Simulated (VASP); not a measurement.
VASP 6.6.1 run: BAs

INCAR

```
PREC = Accurate
SIGMA = 0.02
ISMEAR = -1
GGA = CA
LREAL = .FALSE.
ENCUT = 600
NBANDS = 11
EDIFFG = -5E-3
LASPH = .TRUE.
NSW = 40
ISIF = 3
EDIFF = 1E-7
NELM = 90
LWAVE = .FALSE.
LCHARG = .FALSE.
IBRION = 2
```

KPOINTS

```
KPOINTS created by Atomic Simulation Environment
0
Gamma
8 8 8
0 0 0
```

POSCAR

```
B  As
 1.0000000000000000
     0.0000000000000000    2.3052873175144932    2.3052873175144932
     2.3052873175144932    0.0000000000000000    2.3052873175144932
     2.3052873175144932    2.3052873175144932    0.0000000000000000
 B   As
   1   1
Cartesian
 -0.0000000000000000 -0.0000000000000000  0.0000000000000000
  2.3052873175144932  2.3052873175144932  2.3052873175144932
```

The recommended LDA PAW datasets give the neutral cell 8 valence electrons.

Command

```
mpirun -np 1 vasp_std
```

**Question.** How does this run end, and what does it give?

**Answer.** It converged. Results: relaxed cell vector lengths 3.221, 3.221, 3.221 Å; relaxed cell volume 23.64 Å³.

OSZICAR

```
N       E                     dE             d eps       ncg     rms          rms(c)
DAV:   1     0.131179241623E+02    0.13118E+02   -0.42076E+03   638   0.730E+02
DAV:   2    -0.106498708750E+02   -0.23768E+02   -0.23031E+02   890   0.110E+02
DAV:   3    -0.113675385614E+02   -0.71767E+00   -0.71107E+00   774   0.169E+01
DAV:   4    -0.113693559191E+02   -0.18174E-02   -0.18170E-02   707   0.945E-01
DAV:   5    -0.113693573871E+02   -0.14680E-05   -0.14672E-05   749   0.310E-02    0.391E+00
DAV:   6    -0.111536240574E+02    0.21573E+00   -0.85721E-01   662   0.329E+00    0.194E+00
DAV:   7    -0.111475428511E+02    0.60812E-02   -0.42158E-02   724   0.122E+00    0.952E-01
DAV:   8    -0.111448969747E+02    0.26459E-02   -0.17026E-03   674   0.284E-01    0.500E-02
DAV:   9    -0.111448845227E+02    0.12452E-04   -0.10218E-04   735   0.481E-02    0.297E-02
DAV:  10    -0.111448867041E+02   -0.21815E-05   -0.13430E-05   710   0.184E-02    0.574E-03
...
   2 F= -.11154613E+02 E0= -.11153960E+02  d E =-.972711E-02
       N       E                     dE             d eps       ncg     rms          rms(c)
DAV:   1    -0.111615811432E+02   -0.69679E-02   -0.95722E-02   641   0.173E+00    0.291E-01
DAV:   2    -0.111591665574E+02    0.24146E-02   -0.49915E-03   647   0.329E-01    0.146E-01
DAV:   3    -0.111585450284E+02    0.62153E-03   -0.10335E-03   677   0.151E-01    0.441E-02
DAV:   4    -0.111584556864E+02    0.89342E-04   -0.11127E-04   683   0.582E-02    0.166E-02
DAV:   5    -0.111584539838E+02    0.17026E-05   -0.50370E-06   718   0.114E-02    0.945E-03
DAV:   6    -0.111584538601E+02    0.12371E-06   -0.42455E-07   671   0.343E-03    0.275E-04
DAV:   7    -0.111584538568E+02    0.32784E-08   -0.13931E-08   361   0.660E-04
   3 F= -.11158454E+02 E0= -.11157842E+02  d E =-.135677E-01
```

Standard output (part)

```
POSCAR found type information on POSCAR B As
 POSCAR found :  2 types and       2 ions
 LDA part: xc-table for (Slater(with rela. corr.)+CA(PZ))
 , standard interpolation
 POSCAR, INCAR and KPOINTS ok, starting setup
 WAVECAR not read
 entering main loop
 curvature:   0.00 expect dE= 0.000E+00 dE for cont linesearch  0.000E+00
 search vector abs. value=  0.402E-01
 bond charge predicted
 trial-energy change:   -0.009727  1 .order   -0.008901   -0.040195    0.022394
 bond charge predicted
 curvature:  -0.32 expect dE=-0.184E-08 dE for cont linesearch -0.184E-08
 search vector abs. value=  0.584E-08
 reached required accuracy - stopping structural energy minimisation
```

```
ionic step  ΔE (meV/atom)  volume (Å³)  largest force (eV/Å)  pressure (GPa)  electronic steps
         1            0.0        24.50                 0.000           -4.87                12
         2           -4.9        23.20                 0.000            2.87                 7
         3           -6.8        23.64                 0.000            0.00                 7
```

For comparison, a separate LDA relaxation on usual settings, not on those above, ends at 23.64 Å³.
